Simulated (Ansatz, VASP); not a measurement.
# GeF2 in two plane-wave programs, part 2 of 2

Aim: how closely do two programs agree when they are given the same cell, functional and k mesh? The cell is generated by rule, not measured, and may not be a known phase. The cell is taken from a series of runs on this material, whose earlier steps may have relaxed, scaled, displaced or heated it; both programs get it as it stands.

VASP 6.6.1 and Ansatz 0.2.0.

So far. Step 5 (Ansatz: single point, PBE, pair 2): The run ends at a pressure of 0.05 GPa, with forces up to 0.19 eV/Å.

## (6) VASP: single point, PBE, pair 2

Level of this step: PBE; plane waves and PAW (Ge_d, F); invented cell (VASP).

The same cell, functional, mesh and smearing now go to VASP, with its own data sets.

INCAR reads:

```
SYSTEM = GeF2
PREC = Accurate
ENCUT = 600
EDIFF = 1E-06
NELM = 120
ISMEAR = 0
SIGMA = 0.02
LREAL = .FALSE.
ALGO = Normal
GGA = PE
NBANDS = 34
LORBIT = 11
LWAVE = .FALSE.
LCHARG = .FALSE.
ISIF = 2
LASPH = .TRUE.
GGA_COMPAT = .FALSE.
EFERMI = MIDGAP
KPAR = 2
```

POSCAR reads:

```
GeF2
1.0
    5.2390464767      0.0000000000      0.0000000000
    0.0000000000      5.2390464767      0.0000000000
    0.0000000000      0.0000000000      3.5488479333
Ge F
2 4
Direct
    0.0000000000      0.0000000000      0.9944780655
    0.5000000000      0.5000000000      0.5055219345
    0.3030272295      0.3030272295      0.9887287366
    0.6969727705      0.6969727705      0.9887287366
    0.8030272295      0.1969727705      0.5112712634
    0.1969727705      0.8030272295      0.5112712634
```

KPOINTS reads:

```
Automatic mesh
0
Gamma
4 4 8
0 0 0
```

Potentials, in the order of the species: Ge_d and F (PBE family, release 64).

Command:

```sh
$ mpirun -np 2 vasp_std
```

Numbers of over 12 decimals in the logs are rounded to 6 here.

The program printed:

```text
[... set-up lines as in an earlier step ...]
 entering main loop
       N       E                     dE             d eps       ncg     rms          rms(c)
DAV:   1     0.745088344312E+03    0.74509E+03   -0.30911E+04  2510   0.399E+03
DAV:   2     0.110022652741E+03   -0.63507E+03   -0.61355E+03  2176   0.975E+02
DAV:   3    -0.221747646599E+02   -0.13220E+03   -0.13018E+03  2352   0.255E+02
DAV:   4    -0.310484525035E+02   -0.88737E+01   -0.88245E+01  2286   0.768E+01
[...]
DAV:  11    -0.280570409004E+02   -0.13862E-04   -0.15317E-04  2732   0.126E-01    0.130E-02
DAV:  12    -0.280570441104E+02   -0.32100E-05   -0.24124E-05  2458   0.622E-02    0.101E-02
DAV:  13    -0.280570435872E+02    0.52321E-06   -0.63717E-06  1858   0.278E-02
   1 F= -.28057044E+02 E0= -.28057044E+02  d E =0.000000E+00
```

From OUTCAR (step 6):

```text
  Total       -0.1646655     -0.1646655     -0.0665816      0.0000000      0.0000000      0.0000000
  in kB       -2.7084523     -2.7084523     -1.0951485      0.0000000      0.0000000      0.0000000
  external PRESSURE =      -2.1706844 kB  Pullay stress =       0.0000000 kB

 POSITION                                       TOTAL-FORCE (eV/Angst)
 -----------------------------------------------------------------------------------
      0.00000      0.00000      3.52925         0.000000     -0.000000     -0.176549
      2.61952      2.61952      1.79402         0.000000     -0.000000      0.176549
      1.58757      1.58757      3.50885         0.001880      0.001880     -0.095451
      3.65147      3.65147      3.50885        -0.001880     -0.001880     -0.095451
      4.20710      1.03195      1.81442         0.001880     -0.001880      0.095451
      1.03195      4.20710      1.81442        -0.001880      0.001880      0.095451
 -----------------------------------------------------------------------------------
    total drift:                               -0.000000     -0.000000      0.000000

  FREE ENERGIE OF THE ION-ELECTRON SYSTEM (eV)
  ---------------------------------------------------
  free  energy   TOTEN  =       -28.0570435872 eV

  energy  without entropy=      -28.0570435872  energy(sigma->0) =      -28.05704359

[... 3 further parts left out ...]
[key lines of the parts left out:]
E-fermi :   2.4646
```

The run ends at a pressure of -0.22 GPa, with forces up to 0.18 eV/Å.

## (7) Side by side

The two programs side by side:

| quantity | Ansatz | VASP | difference |
| --- | --- | --- | --- |
| pressure (GPa) | 0.05 | -0.22 | +0.27 |
| gap on the k mesh (eV) | 3.018 | 3.009 | +0.009 |

Forces (eV/Å; atoms numbered as in POSCAR):

| atom | Ansatz x, y, z | VASP x, y, z |
| --- | --- | --- |
| Ge1 | 0.000, 0.000, -0.190 | 0.000, 0.000, -0.177 |
| Ge2 | 0.000, 0.000, 0.190 | 0.000, 0.000, 0.177 |
| F3 | 0.003, 0.003, -0.102 | 0.002, 0.002, -0.095 |
| F4 | -0.003, -0.003, -0.102 | -0.002, -0.002, -0.095 |
| F5 | 0.003, -0.003, 0.102 | 0.002, -0.002, 0.095 |
| F6 | -0.003, 0.003, 0.102 | -0.002, 0.002, 0.095 |

The forces differ by 5.5 meV/Å r.m.s., which is 7.4 % of the r.m.s. force of 0.074 eV/Å (both taken over all components). A gap on the mesh is an upper bound, since the band edges may lie between its points.

## (8) VASP: single point, PBE, pair 3

With cell and atoms fixed, the geometry can't cause a difference; cores, projectors, grids and the points listed under the comparison can.

INCAR is that of step 6.

POSCAR reads:

```
GeF2
1.0
    5.2390464767      0.0000000000      0.0000000000
    0.0000000000      5.2390464767      0.0000000000
    0.0000000000      0.0000000000      3.5488479333
Ge F
2 4
Direct
    0.0000000000      0.0000000000      0.9889561310
    0.5000000000      0.5000000000      0.5110438690
    0.3030272295      0.3030272295      0.9774574731
    0.6969727705      0.6969727705      0.9774574731
    0.8030272295      0.1969727705      0.5225425269
    0.1969727705      0.8030272295      0.5225425269
```

KPOINTS is that of step 6.

Command:

```sh
$ mpirun -np 2 vasp_std
```

The program printed:

```text
[... set-up lines as in an earlier step ...]
 entering main loop
       N       E                     dE             d eps       ncg     rms          rms(c)
DAV:   1     0.742149079294E+03    0.74215E+03   -0.30941E+04  2520   0.399E+03
DAV:   2     0.105143045017E+03   -0.63701E+03   -0.61347E+03  2208   0.978E+02
DAV:   3    -0.226153774548E+02   -0.12776E+03   -0.12550E+03  2374   0.255E+02
DAV:   4    -0.310650718258E+02   -0.84497E+01   -0.84053E+01  2280   0.755E+01
[...]
DAV:  11    -0.280893511273E+02   -0.42203E-04   -0.17511E-04  2700   0.128E-01    0.132E-02
DAV:  12    -0.280893535054E+02   -0.23781E-05   -0.19687E-05  2408   0.612E-02    0.927E-03
DAV:  13    -0.280893533412E+02    0.16424E-06   -0.53205E-06  1982   0.265E-02
   1 F= -.28089353E+02 E0= -.28089353E+02  d E =0.000000E+00
```

OUTCAR, selected parts (step 8):

```text
  Total       -0.1276500     -0.1276500      0.1774549     -0.0000000      0.0000000      0.0000000
  in kB       -2.0996147     -2.0996147      2.9188152     -0.0000000      0.0000000      0.0000000
  external PRESSURE =      -0.4268047 kB  Pullay stress =       0.0000000 kB

 POSITION                                       TOTAL-FORCE (eV/Angst)
 -----------------------------------------------------------------------------------
      0.00000      0.00000      3.50965         0.000000     -0.000000     -0.332719
      2.61952      2.61952      1.81362         0.000000     -0.000000      0.332719
      1.58757      1.58757      3.46885         0.008356      0.008356     -0.179190
      3.65147      3.65147      3.46885        -0.008356     -0.008356     -0.179190
      4.20710      1.03195      1.85442         0.008356     -0.008356      0.179190
      1.03195      4.20710      1.85442        -0.008356      0.008356      0.179190
 -----------------------------------------------------------------------------------
    total drift:                               -0.000000     -0.000000      0.000000

  FREE ENERGIE OF THE ION-ELECTRON SYSTEM (eV)
  ---------------------------------------------------
  free  energy   TOTEN  =       -28.0893533412 eV

  energy  without entropy=      -28.0893533412  energy(sigma->0) =      -28.08935334

[... 2 parts as in an earlier step ...]

[... 1 further part left out ...]
[key lines of the parts left out:]
E-fermi :   2.4805
```

The run ends at a pressure of -0.04 GPa, with forces up to 0.33 eV/Å.

## (9) Ansatz: single point, PBE, pair 3

The same cell, functional, mesh and smearing now go to Ansatz, which takes its cutoff from its data sets.

The cell is taken from a series of runs on this material, whose earlier steps may have relaxed, scaled, displaced or heated it; both programs get it as it stands.

input.yaml reads:

```yaml
crystal:
  lattice:
    - [5.2390464767, 0.0, 0.0]
    - [0.0, 5.2390464767, 0.0]
    - [0.0, 0.0, 3.5488479333]
  atoms:
    - { symbol: Ge, position: [0.0, 0.0, -0.011043869] }
    - { symbol: Ge, position: [0.5, 0.5, 0.511043869] }
    - { symbol: F, position: [0.3030272295, 0.3030272295, -0.0225425269] }
    - { symbol: F, position: [0.6969727705, 0.6969727705, -0.0225425269] }
    - { symbol: F, position: [0.8030272295, 0.1969727705, 0.5225425269] }
    - { symbol: F, position: [0.1969727705, 0.8030272295, 0.5225425269] }
kpoints:
  mp_grid: { grid: [4, 4, 8] }
hamiltonian:
  xc: pbe
scf:
  occupations: { method: gaussian, width: 0.02 }
output:
  forces: true
  stress: true
  eigenvalues: true
```

Command:

```sh
$ ansatz run input.yaml --threads 8 --pin off --max-ram 14336MiB --backend cpu --events-out ev --progress --plain --runs-dir out
```

The program printed:

```text
[...]
Crystal: 6 atoms, lattice volume = 97.407 Å³
Basis set: ecut = 420 eV, 1915 PW (Γ), exchange–correlation on 72×72×48 points (8 copies of the dense FFT grid, shifted against one another)
Bands: 34, of which v1, the nominal top of the filled ones, is band 28 counted from 1 (27 counted from 0)
Symmetry: 8 space group operations
[...]
k-points: 30 of 128 (time reversal used)
[...]
k-point 0: bands = [... 24 lower, 0.5225, 0.5225, 0.7960, 3.5643, 6.7331, 6.7331, 9.4639, 9.8911, ... 1 higher]
  k-point 1: bands = [... 24 lower, 0.5037, 0.5722, 0.7581, 3.6213, 7.0443, 7.0443, 9.0726, 9.8842, ... 1 higher]
  k-point 2: bands = [... 24 lower, 0.4412, 0.6467, 1.4829, 3.6678, 7.7993, 7.7993, 8.4730, 9.5912, ... 1 higher]
  k-point 29: bands = [... 24 lower, 0.4650, 0.4650, 2.5029, 2.5029, 8.5654, 8.5654, 8.8051, 8.8051, ... 1 higher]
[key lines of the parts left out:]
SCF converged after 7 iterations
Free energy (F): -11824.046372 eV
Fermi energy:    5.200453 eV
P = ⅓ Tr σ = 0.2006 GPa (2.006 kbar)
```

The run ends at a pressure of 0.20 GPa, with forces up to 0.36 eV/Å.

## (10) Differences

Both answers:

| quantity | Ansatz | VASP | difference |
| --- | --- | --- | --- |
| pressure (GPa) | 0.20 | -0.04 | +0.24 |
| gap on the k mesh (eV) | 3.065 | 3.056 | +0.009 |

Forces (eV/Å; atoms numbered as in POSCAR):

| atom | Ansatz x, y, z | VASP x, y, z |
| --- | --- | --- |
| Ge1 | 0.000, 0.000, -0.360 | 0.000, 0.000, -0.333 |
| Ge2 | 0.000, 0.000, 0.360 | 0.000, 0.000, 0.333 |
| F3 | 0.011, 0.011, -0.192 | 0.008, 0.008, -0.179 |
| F4 | -0.011, -0.011, -0.192 | -0.008, -0.008, -0.179 |
| F5 | 0.011, -0.011, 0.192 | 0.008, -0.008, 0.179 |
| F6 | -0.011, 0.011, 0.192 | -0.008, 0.008, 0.179 |

The forces differ by 11 meV/Å r.m.s., which is 8.0 % of the r.m.s. force of 0.140 eV/Å (both taken over all components). A gap on the mesh is an upper bound, since the band edges may lie between its points.

## (11) What came out

- r.m.s. force difference (single point, PBE, pair 1): 6.5 meV/Å
- r.m.s. force difference (single point, PBE, pair 2): 5.5 meV/Å
- r.m.s. force difference (single point, PBE, pair 3): 11 meV/Å

What this shows: The r.m.s. force difference is 11 meV/Å (single point, PBE, pair 3), within the 12 meV/Å picked in this series as the mark of a large difference. 5 further runs of this series are not shown here. Such differences can come from data sets, numerical settings and the points named under the comparisons, not from the functional's error against experiment.

[Lines on the potential files, build, host, timing and source positions are cut from VASP's logs without a mark.]

[Logs are printed without paths, hosts, clocks, repeated set-up lines and the standing remarks that a program may print on its own settings, such as how far it seeks lower states.]

[Hosts, paths, dates, database ids (printed as entryN), source tags and the programs' standing remarks are cut or masked in the printed files.]
